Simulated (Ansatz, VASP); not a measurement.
# Two plane-wave programs on GaSb

```
Ga Sb
1.0
     0.00000    3.08162    3.08162
     3.08162    0.00000    3.08162
     3.08162    3.08162    0.00000
Ga Sb
1 1
Cartesian
  0.0000 0.0000 0.0000
  4.6224 4.6224 4.6224
```

Alike in both runs: task single point; functional r2SCAN; k mesh 8 × 8 × 8; no spin polarisation.

```csv
,VASP,Ansatz
version,VASP 6.6.1,Ansatz 0.2.0
potentials or method,"VASP PAW PBE potentials, release 64 (Ga_d, Sb)","PAW with Ansatz's default frozen-core files, scalar-relativistic"
plane-wave cutoff (eV),520,500
occupations,"gaussian, width 0.01 eV",fixed
valence electrons in the cell,18,28
```

|  | VASP | Ansatz | Ansatz less VASP |
| --- | --- | --- | --- |
| gap on the k mesh at the Fermi level (eV) | 0.28 | 0.30 | +0.016 |
| pressure (GPa) | -0.7 | -0.8 | -0.09 |

The two sets of potentials don't hold the same shells in valence.

Caveats: the PAW data sets were made with another functional, which shifts forces and pressure a little (VASP); spin-orbit coupling is left out, which moves the levels of the heavy elements.
